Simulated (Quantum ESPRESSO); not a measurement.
**Ta: phonons at N under several settings**

```
CELL_PARAMETERS angstrom
-1.65128 1.65128 1.65128
1.65128 -1.65128 1.65128
1.65128 1.65128 -1.65128
ATOMIC_POSITIONS crystal
Ta 0.00000 0.00000 0.00000
```

All runs used Quantum ESPRESSO 7.5; potentials PseudoDojo 0.4.1 SR PBE standard; k mesh 11 × 11 × 11; no spin polarisation; cutoff 789 eV; occupations cold, width 0.2 eV.

| level | geometry | volume (Å³/atom) | pressure (GPa) | frequencies (cm⁻¹) |
| --- | --- | --- | --- | --- |
| PBE | relaxed at 0 GPa | 18.23 | 0.0 | 68 96 136 |
| PBE | relaxed at 5 GPa | 17.79 | 5.0 | 73 105 141 |
| PBE | relaxed at 10 GPa | 17.41 | 10.0 | 78 113 145 |
| PBE | relaxed at 20 GPa | ? | 20.0 | ? |
| PBE | relaxed at 40 GPa | 15.71 | 40.0 | 94 145 157 |

Q: What stands in the row left open?

A: Volume 16.74 Å³/atom; frequencies 86 124 151 cm⁻¹.

Caveats: the q point doesn't lie on the k mesh, which can shift a metal's frequencies strongly unless the mesh is converged; the cell is more than 3 GPa from zero pressure, which shifts response properties (some runs).

For the row left open. Caveat: the cell is more than 3 GPa from zero pressure, which shifts response properties; the q point doesn't lie on the k mesh, which can shift a metal's frequencies strongly unless the mesh is converged.
